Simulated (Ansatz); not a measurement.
# TaN: LAPW beside PAW

Does the method matter for TaN? The same cell, functional and mesh are run with full-potential LAPW, PAW with frozen cores and all-electron PAW on datasets made for the crystal.

Computed with Ansatz 0.2.0 (DFT PBEsol, scalar-relativistic, unless a step's input says otherwise).

### Step 1. The starting structure

It takes space group P-62m (No. 189, hexagonal). Conventional cell: a = 5.196 Å, b = 5.196 Å, c = 2.911 Å, α = 90.00°, β = 90.00°, γ = 120.00°. Ta (site symmetry -6) is surrounded by 6 N at 2.16 Å. Around Ta (site symmetry -62m) lie 3 N at 2.04 Å. N (site symmetry m2m) has 5 Ta at 2.04 to 2.16 Å as nearest neighbours.

As a file:

```xyz
6
Lattice="5.1960 0.0000 0.0000 -2.5980 4.4999 0.0000 0.0000 0.0000 2.9110" Properties=species:S:1:pos:R:3 pbc="T T T"
Ta    0.0000    2.9999    1.4555
Ta    2.5980    1.5000    1.4555
Ta    0.0000    0.0000    0.0000
N     2.0412    0.0000    0.0000
N     1.5774    2.7321    0.0000
N    -1.0206    1.7678    0.0000
```

The structure is an experimental refinement, used without relaxation.

Atoms are numbered in the order of the input: Ta1, Ta2, Ta3, N4, N5, N6.

### Step 2. Full-potential LAPW

The input, input.yaml:

```yaml
crystal:
  lattice:
    - [5.1960008669, 0.0, 0.0]
    - [-2.5980004334, 4.4998687488, 0.0]
    - [0.0, 0.0, 2.911]
  atoms:
    - { symbol: Ta, position: [0.3333333333, 0.6666666667, 0.5] }
    - { symbol: Ta, position: [0.6666666667, 0.3333333333, 0.5] }
    - { symbol: Ta, position: [0.0, 0.0, 0.0] }
    - { symbol: "N", position: [0.39285, 0.0, 0.0] }
    - { symbol: "N", position: [0.60715, 0.60715, 0.0] }
    - { symbol: "N", position: [0.0, 0.39285, 0.0] }
kpoints:
  mp_grid: { grid: [6, 6, 9] }
  band_path:
    path:
      - [0.0, 0.0, 0.0]
      - [0.5, 0.0, 0.0]
      - [0.3333333333, 0.3333333333, 0.0]
      - [0.0, 0.0, 0.0]
      - [0.0, 0.0, 0.5]
      - [0.5, 0.0, 0.5]
      - [0.3333333333, 0.3333333333, 0.5]
      - [0.0, 0.0, 0.5]
      - [0.5, 0.0, 0.5]
    npoints: 14
scf:
  occupations: { method: fermi_dirac, width: 0.01 }
hamiltonian:
  xc: pbesol
  pseudopotentials: { kind: all_electron, lapw: { basis_error: 0.001 } }
output:
  forces: true
  stress: true
  eigenvalues: true
  populations: true
  dos: { projected: true, de: 0.2, e_range: [-14, 8] }
```

Run with:

```bash
ansatz run input.yaml --threads 2 --pin off --max-ram 8192MiB --backend cpu --events-out ev --progress --plain --runs-dir out
```

What it wrote:

```text
Ta: projections on atomic orbitals take those of the free atom 1s2 2s2 2p6 3s2 3p6 3d10 4s2 4p6 4d10 4f14 5s2 5p6 5d3 6s2, of charge +0.00 (hamiltonian.pseudopotentials.projection_atoms)
N: projections on atomic orbitals take those of the free atom 1s2 2s2 2p3, of charge +0.00 (hamiltonian.pseudopotentials.projection_atoms)
LAPW: plane waves up to 10.563 Å⁻¹, error target 1.0e-3 eV per atom; small_component_spin mean_spin; N in spheres of 0.853 Å, 7 of its electrons in bands, Dirac shells []; Ta in spheres of 1.188 Å, 45 of its electrons in bands, Dirac shells []
Engine: ansatz 0.2.0
Pseudopotentials: kind: all_electron
Pseudopotential: Ta, LAPW, valence charge 45, Koelling and Harmon's equation, gaussian nucleus
Pseudopotential: N, LAPW, valence charge 7, Koelling and Harmon's equation, gaussian nucleus
Functional definition: PBEsol
  exchange = pbesol_x
  correlation = pbesol_c
Crystal: 6 atoms, lattice volume = 68.063 Å³
Basis set: ecut = 425.1202755528685 eV, 1299 PW (Γ), exchange–correlation at level 2
Bands: 94, of which v1, the nominal top of the filled ones, is band 78 counted from 1 (77 counted from 0)
Symmetry: 12 space group operations
Space group: P-62m (ITA 189), of the structure as read, at distance tolerance 4.1e-5 Å
k-points: 35 of 324 (time reversal used)
Non-local potential: Ta, projectors of the file, none
Non-local potential: N, projectors of the file, none
Initial density: superposition of atomic densities (chi_scale 0.1, normalization cell, long waves kept (reshape's long-wave potential 0.02 eV rms))
Initial wavefunctions: plane waves of lowest kinetic energy (no species holds an atomic orbital)
Functional: x = pbesol(κ = 0.804, μ = 0.12345679012345678), c = pbesol(β = 0.046)
iter 1 solved again at ethr=1.00e-2 eV; its pass at ethr=1.00e-1 eV (dr2=1.56e1 eV) is discarded
SCF iter   1: F=—  HF=-1277797.759364 eV  |F-HF|=—  |Δ(HF+E_count)|=         —  Δρ=1.39e-1  dr2=1.56e1  ethr=1.00e-2  ⟨swp⟩=2.0  Hψ=20223  notcnv=0
preconditioner: auto → Resta (q_TF=auto, 3.133 Å⁻¹)  ε∞=4.3  [insulator: Δε(μ)=0.099 eV  Ē_g=23.336 eV  σ=0.010 eV  W_gap=0.92  n_scr=32 (ndim 8)  ℏωp=42.7 eV  f_vac=0.000  D(μ)=0.57/eV (n_scr^D=0)  ε∞_Penn≈4.3]
iter 2 solved again at ethr=1.43e-4 eV; its pass at ethr=1.00e-2 eV (dr2=2.22e-1 eV) is discarded
SCF iter   2: F=—  HF=-1277792.299928 eV  |F-HF|=—  |Δ(HF+E_count)|=    5.46e0  Δρ=2.74e-2  dr2=2.22e-1  ethr=1.43e-4  ⟨swp⟩=2.0  Hψ=16683  notcnv=0
SCF iter   3: F=—  HF=-1277792.079086 eV  |F-HF|=—  |Δ(HF+E_count)|=         —  Δρ=2.55e-2  dr2=5.03e-1  ethr=1.42e-4  ⟨swp⟩=3.0  Hψ=10890  notcnv=0
the basis was enlarged: its passes take 1.6 MiB over the memory plan, 2 of 2 planned eigensolver slots
SCF iter   4: F=—  HF=-1277792.081775 eV  |F-HF|=—  |Δ(HF+E_count)|=   2.69e-3  Δρ=5.70e-3  dr2=1.85e-2  ethr=1.42e-4  ⟨swp⟩=2.3  Hψ=10403  notcnv=0
SCF iter   5: F=—  HF=-1277791.990500 eV  |F-HF|=—  |Δ(HF+E_count)|=   9.13e-2  Δρ=3.09e-3  dr2=5.26e-3  ethr=1.19e-5  ⟨swp⟩=2.3  Hψ=10406  notcnv=0
SCF iter   6: F=—  HF=-1277791.988844 eV  |F-HF|=—  |Δ(HF+E_count)|=   1.66e-3  Δρ=9.69e-4  dr2=1.17e-3  ethr=3.37e-6  ⟨swp⟩=2.0  Hψ=10395  notcnv=0
SCF iter   7: F=—  HF=-1277791.988608 eV  |F-HF|=—  |Δ(HF+E_count)|=   2.37e-4  Δρ=4.90e-4  dr2=2.12e-4  ethr=7.51e-7  ⟨swp⟩=2.0  Hψ=9837  notcnv=0
SCF iter   8: F=—  HF=-1277791.988560 eV  |F-HF|=—  |Δ(HF+E_count)|=   4.77e-5  Δρ=1.60e-4  dr2=1.74e-5  ethr=1.36e-7  ⟨swp⟩=2.0  Hψ=9837  notcnv=0
SCF iter   9: F=—  HF=-1277791.988557 eV  |F-HF|=—  |Δ(HF+E_count)|=   2.97e-6  Δρ=3.54e-5  dr2=1.20e-6  ethr=1.12e-8  ⟨swp⟩=2.0  Hψ=9837  notcnv=0
SCF iter  10: F=—  HF=-1277791.988557 eV  |F-HF|=—  |Δ(HF+E_count)|=   5.53e-7  Δρ=1.87e-5  dr2=3.06e-7  ethr=7.66e-10  ⟨swp⟩=2.0  Hψ=9837  notcnv=0
SCF iter  11: F=—  HF=-1277791.988556 eV  |F-HF|=—  |Δ(HF+E_count)|=   4.10e-7  Δρ=6.04e-6  dr2=2.67e-8  ethr=1.96e-10  ⟨swp⟩=2.0  Hψ=9837  notcnv=0
SCF iter  12: F=-1277791.988556 eV  HF=-1277791.988556 eV  |F-HF|=3.49e-9  |Δ(HF+E_count)|=   2.96e-8  Δρ=2.42e-6  dr2=2.84e-9  ethr=3.20e-11 (applied; sched 1.71e-11)  ⟨swp⟩=2.0  Hψ=9837  notcnv=0
SCF 1 converged in 12 iterations: F = -1277791.988556 eV  dr2 = 2.84e-9
NSCF: frozen V_eff on 113 k-points
SCF converged after 12 iterations
Free energy (F): -1277791.988556 eV
Harris-Foulkes:  -1277791.988556 eV  (|F-HF|=3.49e-9)
Internal energy: -1277791.987572 eV  (E = F + TS)
E sigma→0 (E₀):  -1277791.988064 eV
Entropy (-TS):   -0.000984 eV (-0.164 meV/atom)
Fermi energy:    24.488882 eV
--- Per-component energies (eV) ---
  E_band       = -17465.626929
  E_kinetic    = 1425701.925967
  E_xc         = -26038.813389
  E_electrostatic = -2677455.100150  (all electrons and nuclei)
  E_smearing   = -0.000984  (= −TS)
  E_closure    = 0.000000  (closes the sum)
  E_atoms      = -1277726.704966  (free atoms, spherical and without spin; not in F)
  Σ components = -1277791.988556   (vs F -1277791.988556, Δ=0.00e0)
  Basis errors (estimates in eV, not in F): energy 4.2e-4 per atom: plane waves 3.8e-4 (2.2e-4 summed), levels above the bands 0.0e0, relativity 1.7e-8, radial functions 4.2e-5, core shells 7.0e-11; eigenvalues (radial functions only) 2.8e-6; not estimated: angular momenta, meshes, grids; target (lapw.basis_error) 1.0e-3; muffin-tin radii N 0.853 Å, Ta 1.188 Å
--- Forces (eV/Å), atoms counted from 1 ---
  atom   1  Ta     0.00000000     0.00000000     0.00000000
  atom   2  Ta    -0.00000000     0.00000000     0.00000000
  atom   3  Ta    -0.00000000    -0.00000000     0.00000000
  atom   4  N      0.00904198    -0.00000000     0.00000000
  atom   5  N     -0.00452099    -0.00783058     0.00000000
  atom   6  N     -0.00452099     0.00783058     0.00000000
  max |Σ_I F_I| component: 2.43e-17 eV/Å
--- Stress (GPa, compression-positive) ---
       -3.370841       0.000000       0.000000
        0.000000      -3.370841       0.000000
        0.000000       0.000000      -4.639804
  P = ⅓ Tr σ = -3.7938 GPa (-37.938 kbar)
--- Band table (eV; the first three rows and the last of 35) ---
  k-point 0: bands = ["-511.0009", "-511.0009", "-510.4218", "-371.6966", "-371.6966", "-371.6966", "-371.6966", "-371.6845", "-371.6845", "-371.1211", "-371.1211", "-371.0947", "-351.7447", "-351.7447", "-351.7447", "-193.4779", "-193.4779", "-193.4779", "-193.4779", "-193.4758", "-193.4758", "-193.4758", "-193.4758", "-193.4526", "-193.4526", "-192.9023", "-192.9023", "-192.8921", "-192.8921", "-192.8608", "-44.7915", "-44.7463", "-44.1704", "-11.6229", "-11.6229", "-11.2701", "-11.2701", "-11.0952", "-10.9856", "-10.8391", "-10.8391", "-10.2175", "3.4142", "3.4142", "3.4143", "3.4328", "3.4328", "3.4331", "3.4364", "3.4364", "3.4437", "3.4437", "3.4663", "3.4697", "3.4753", "3.4933", "3.9700", "4.0068", "4.0293", "4.0293", "4.0369", "4.0369", "4.0933", "6.2582", "8.9873", "8.9873", "15.1123", "17.9484", "17.9484", "18.0237", "18.7614", "18.7614", "19.4913", "19.4913", "20.2713", "21.1890", "22.5932", "23.5950", "23.5950", "25.0762", "25.0762", "26.3401", "26.4194", "26.4194", "27.0410", "27.6898", "27.6898", "29.7447", "29.7447", "31.4584", "31.4584", "33.3938", "34.1595", "34.1595"]
  k-point 1: bands = ["-511.0009", "-511.0009", "-510.4218", "-371.6966", "-371.6966", "-371.6966", "-371.6966", "-371.6845", "-371.6845", "-371.1211", "-371.1211", "-371.0947", "-351.7447", "-351.7447", "-351.7447", "-193.4779", "-193.4779", "-193.4779", "-193.4779", "-193.4758", "-193.4758", "-193.4758", "-193.4758", "-193.4526", "-193.4526", "-192.9023", "-192.9023", "-192.8921", "-192.8921", "-192.8608", "-44.7862", "-44.7412", "-44.1658", "-11.6056", "-11.6056", "-11.2516", "-11.2516", "-11.2019", "-11.0808", "-10.8380", "-10.8380", "-10.2990", "3.4153", "3.4153", "3.4169", "3.4322", "3.4322", "3.4335", "3.4412", "3.4412", "3.4424", "3.4424", "3.4665", "3.4691", "3.4698", "3.4873", "3.9718", "4.0070", "4.0284", "4.0284", "4.0398", "4.0398", "4.0874", "6.4888", "8.9236", "8.9236", "15.5236", "17.7239", "17.7239", "18.2150", "18.6696", "18.6696", "19.4326", "19.4326", "19.6093", "21.6479", "23.1056", "23.1056", "23.1705", "25.6956", "25.6956", "26.4725", "26.4725", "26.5410", "27.2679", "27.7197", "27.7197", "29.6162", "29.6162", "31.0723", "31.0723", "33.6884", "34.7750", "34.7750"]
  k-point 2: bands = ["-511.0009", "-511.0009", "-510.4218", "-371.6966", "-371.6966", "-371.6966", "-371.6966", "-371.6845", "-371.6845", "-371.1211", "-371.1211", "-371.0947", "-351.7447", "-351.7447", "-351.7447", "-193.4779", "-193.4779", "-193.4779", "-193.4779", "-193.4758", "-193.4758", "-193.4758", "-193.4758", "-193.4526", "-193.4526", "-192.9023", "-192.9023", "-192.8921", "-192.8921", "-192.8608", "-44.7728", "-44.7282", "-44.1543", "-11.5615", "-11.5615", "-11.4640", "-11.3162", "-11.2027", "-11.2027", "-10.8372", "-10.8372", "-10.5009", "3.4120", "3.4120", "3.4223", "3.4347", "3.4358", "3.4358", "3.4415", "3.4415", "3.4524", "3.4524", "3.4542", "3.4669", "3.4701", "3.4731", "3.9753", "4.0076", "4.0262", "4.0262", "4.0473", "4.0473", "4.0733", "7.1025", "8.7547", "8.7547", "16.6198", "17.2114", "17.2114", "17.8072", "18.4523", "18.4523", "19.2377", "19.2733", "19.2733", "22.6377", "22.6377", "22.9211", "24.4787", "25.9563", "25.9563", "26.6072", "26.6072", "27.1204", "27.8579", "28.2036", "28.2036", "29.3913", "29.3913", "30.4798", "30.4798", "34.0895", "35.1946", "35.2099"]
  k-point 34: bands = ["-511.0009", "-511.0009", "-510.4218", "-371.6966", "-371.6966", "-371.6966", "-371.6966", "-371.6845", "-371.6845", "-371.1211", "-371.1211", "-371.0947", "-351.7447", "-351.7447", "-351.7447", "-193.4779", "-193.4779", "-193.4779", "-193.4779", "-193.4758", "-193.4758", "-193.4758", "-193.4758", "-193.4525", "-193.4525", "-192.9023", "-192.9023", "-192.8921", "-192.8921", "-192.8608", "-44.7257", "-44.7257", "-44.1325", "-11.8492", "-11.8492", "-11.5420", "-11.2891", "-11.2891", "-11.0467", "-10.8414", "-10.8349", "-10.8349", "3.3894", "3.4093", "3.4093", "3.4374", "3.4444", "3.4444", "3.4482", "3.4482", "3.4515", "3.4515", "3.4614", "3.4709", "3.4709", "3.4748", "3.9769", "4.0083", "4.0217", "4.0217", "4.0498", "4.0609", "4.0609", "8.0893", "8.7136", "8.7136", "16.3492", "16.3492", "17.2530", "17.2667", "17.2667", "18.0016", "18.0020", "20.3966", "20.3966", "22.0691", "22.0691", "22.7834", "26.7664", "26.7664", "27.0215", "27.3279", "27.3279", "28.1887", "28.4423", "28.4423", "29.8725", "30.6014", "30.6014", "30.7250", "31.7985", "33.3049", "33.3049", "34.5622"]
--- Löwdin populations: 6 sites ---
  site symbol       q [e]
     0     Ta     72.1815
     1     Ta     72.1815
     2     Ta     72.4146
     3      N      7.6511
     4      N      7.6511
     5      N      7.6511
  spilling = 0.001122 (of n_electrons = 240.000000)
```

It took 97 s on 2 threads of Intel Xeon 6975P-C (Granite Rapids), shared host; peak memory 0.93 GiB.

In short: pressure -3.79 GPa; no gap; largest force 0.009 eV/Å.

At the corners of the path (eV, zero at the Fermi level):

```
point  band 75  band 76  band 77  band 78  band 79  band 80  band 81
    Γ    -4.22    -3.30    -1.90    -0.89    -0.89     0.59     0.59
    M    -3.86    -3.84    -2.82    -2.62     1.21     1.81     1.93
    K    -3.99    -3.67    -2.57    -2.57     1.24     1.69     1.69
    Γ    -4.22    -3.30    -1.90    -0.89    -0.89     0.59     0.59
    A    -4.31    -2.85    -2.85     1.94     1.94     2.02     2.21
    L    -3.98    -3.24    -1.93    -0.92     0.53     1.37     3.28
    H    -3.99    -2.53    -2.53    -1.69     2.53     2.53     2.58
    A    -4.31    -2.85    -2.85     1.94     1.94     2.02     2.21
    L    -3.98    -3.24    -1.93    -0.92     0.53     1.37     3.28
```

States per cell, counted by energy window (eV from the Fermi level, on a grid of 0.20 eV):

```
from  to  total  Ta 5d  N 2p
 -10  -9   0.02   0.01  0.01
  -9  -8   2.07   0.64  1.15
  -8  -7   4.01   1.38  2.27
  -7  -6   3.40   1.14  2.06
  -6  -5   4.06   1.15  2.66
  -5  -4   3.86   1.00  2.68
  -4  -3   1.07   0.40  0.59
  -3  -2   2.72   2.15  0.34
  -2  -1   2.10   1.61  0.30
  -1   0   0.60   0.46  0.10
   0   1   1.14   0.93  0.12
   1   2   4.26   3.41  0.46
   2   3   4.59   3.60  0.55
   3   4   5.32   3.89  0.71
   4   5   3.74   2.35  0.70
```

(Part 1 of 3 ends here.)
